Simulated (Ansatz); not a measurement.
Input and output of a self-consistent single point for NaBr (Fm-3m, 2 atoms in the cell) (Ansatz, a first-principles code)

Computed with PBE (plane waves, PAW; Ansatz).

This input was run:

Ansatz 0.2 input:
```yaml
# NaBr
crystal:
  lattice:
    - [0.000000, 2.970075, 2.970075]
    - [2.970075, 0.000000, 2.970075]
    - [2.970075, 2.970075, 0.000000]
  atoms:
    - { symbol: Na, position: [0.000000, 0.000000, 0.000000] }
    - { symbol: Br, position: [0.500000, 0.500000, 0.500000] }
basis:
  ecutwfc: 420.0
kpoints:
  mp_grid:
    grid: [7, 7, 7]
hamiltonian:
  xc: pbe
  pseudopotentials:
    kind: paw
scf:
  occupations:
    method: fermi_dirac
    width: 0.02
output:
  forces: true
  eigenvalues: true
  stress: true
```

The program printed (abridged):

```
WARN ansatz: RAYON_NUM_THREADS=1 ignored (pool sized by the plan → 1); use --threads N
Pseudopotentials: kind: paw
Pseudopotential: Na, paw, valence charge 9
Pseudopotential: Br, paw, valence charge 7
Crystal: 2 atoms, lattice volume = 52.400 Å³
Basis set: ecut = 420 eV, 965 PW (Γ), exchange–correlation on 60×60×60 points (8 copies of the dense FFT grid, shifted against one another)
Bands: 12, of which v1, the nominal top of the filled ones, is band 8 counted from 1 (7 counted from 0)
Symmetry: 48 space group operations
Space group: Fm-3m (ITA 225), of the structure as read, at distance tolerance 3.7e-5 Å
k-points: 20 of 343
Initial density: superposition of atomic densities (neutral atoms: chi_scale 0, normalization atom), corrected by the library's trained network
Initial wavefunctions: pseudopotential atomic-orbital guess
Eigensolver: davidson
Functional: x = pbe(κ = 0.804, μ = 0.2195149727645171), c = pbe(β = 0.06672455060314922)
SCF iter   1: F=—  HF=-4272.755875 eV  |F-HF|=—  |Δ(HF+E_count)|=         —  Δρ=7.64e-4  dr2=5.44e-4  ethr=1.77e-3  ⟨swp⟩=6.2  Hψ=1481  notcnv=0
all-band conjugate gradients solve this SCF's bands
preconditioner: auto → none
SCF iter   2: F=—  HF=-4272.756207 eV  |F-HF|=—  |Δ(HF+E_count)|=   3.32e-4  Δρ=9.48e-4  dr2=8.57e-4  ethr=3.40e-6  ⟨swp⟩=2.3  Hψ=639  notcnv=0
SCF iter   3: F=—  HF=-4272.755995 eV  |F-HF|=—  |Δ(HF+E_count)|=   2.12e-4  Δρ=5.21e-4  dr2=2.67e-4  ethr=3.40e-6  ⟨swp⟩=2.0  Hψ=306  notcnv=0
SCF iter   4: F=—  HF=-4272.755924 eV  |F-HF|=—  |Δ(HF+E_count)|=   7.07e-5  Δρ=2.23e-4  dr2=5.03e-5  ethr=1.67e-6  ⟨swp⟩=2.0  Hψ=308  notcnv=0
SCF iter   5: F=—  HF=-4272.755938 eV  |F-HF|=—  |Δ(HF+E_count)|=   1.41e-5  Δρ=7.44e-5  dr2=5.52e-6  ethr=3.14e-7  ⟨swp⟩=2.0  Hψ=294  notcnv=0
SCF iter   6: F=—  HF=-4272.755937 eV  |F-HF|=—  |Δ(HF+E_count)|=   1.22e-6  Δρ=4.30e-5  dr2=1.87e-6  ethr=3.45e-8  ⟨swp⟩=1.0  Hψ=240  notcnv=0
SCF iter   7: F=—  HF=-4272.755936 eV  |F-HF|=—  |Δ(HF+E_count)|=   5.04e-7  Δρ=1.85e-5  dr2=3.43e-7  ethr=1.17e-8  ⟨swp⟩=2.0  Hψ=294  notcnv=0
SCF iter   8: F=-4272.755936 eV  HF=-4272.755936 eV  |F-HF|=2.74e-8  |Δ(HF+E_count)|=   1.01e-7  Δρ=6.28e-6  dr2=3.94e-8  ethr=6.25e-10  ⟨swp⟩=3.4  Hψ=857  notcnv=0
SCF 1 converged in 8 iterations: F = -4272.755936 eV  dr2 = 3.94e-8
SCF converged after 8 iterations
Free energy (F): -4272.755936 eV
Harris-Foulkes:  -4272.755936 eV  (|F-HF|=2.74e-8)
Internal energy: -4272.755936 eV  (E = F + TS)
E sigma→0 (E₀):  -4272.755936 eV
Fermi energy:    3.682969 eV
--- Per-component energies (eV) ---
  E_band       = -234.010360
  E_kinetic    = 255.391241
  E_local      = -1552.443271  (includes V_loc(G=0)·N_el)
  E_nonlocal   = 185.431096
  E_hartree    = 541.997635
  E_xc         = -304.542532
  E_vxc        = -155.004964  (∫ρ·V_xc dr)
  E_paw        = -2509.739364  (= ΣΔE_a)
  E_vpaw       = -51.381941  (= ΣTr[D̂ρ^β])
  E_aug_tail   = -0.000024  (compensation charges beyond the density's cutoff)
  E_ewald      = -888.850716
  E_smearing   = -0.000000  (= −TS)
  E_closure    = -0.000000  (closes the sum)
  Σ components = -4272.755936   (vs F -4272.755936, Δ=0.00e0)
--- Forces (eV/Å), atoms counted from 1 ---
  atom   1  Na    -0.00000000     0.00000000     0.00000000
  atom   2  Br     0.00000000    -0.00000000    -0.00000000
  max |Σ_I F_I| component: 1.33e-30 eV/Å
--- Stress (GPa, compression-positive) ---
        1.037975      -0.000000       0.000000
       -0.000000       1.037975      -0.000000
       -0.000000       0.000000       1.037975
  P = ⅓ Tr σ = 1.0380 GPa (10.380 kbar)
  The stress holds the Pulay correction. Without it, at fixed plane waves, as pw.x and ABINIT print it: P = 1.0302 GPa
--- Band table (eV; the first three rows and the last of 20) ---
  k-point 0: bands = ["-48.0608", "-19.9745", "-19.9745", "-19.9745", "-11.2686", "1.5668", "1.5668", "1.5668", "5.7710", "11.4228", "11.4228", "11.4228"]
  k-point 1: bands = ["-48.0607", "-19.9776", "-19.9747", "-19.9747", "-11.2161", "1.0230", "1.5103", "1.5103", "6.4534", "10.8307", "11.6400", "11.6400"]
  k-point 2: bands = ["-48.0606", "-19.9846", "-19.9752", "-19.9752", "-11.0943", "0.1147", "1.3891", "1.3891", "7.4697", "10.6253", "11.5084", "11.5084"]
  k-point 19: bands = ["-48.0604", "-19.9833", "-19.9830", "-19.9788", "-10.9166", "0.1533", "0.2214", "0.8681", "9.0418", "9.9441", "10.8210", "11.8540"]
```

The run converged in 8 iterations.

The starting cell has typed, rounded lattice constants, without a prior relaxation at this level. Its lattice was rescaled by up to half a per cent. Ansatz's pressure includes its estimate of the finite-basis (Pulay) stress.
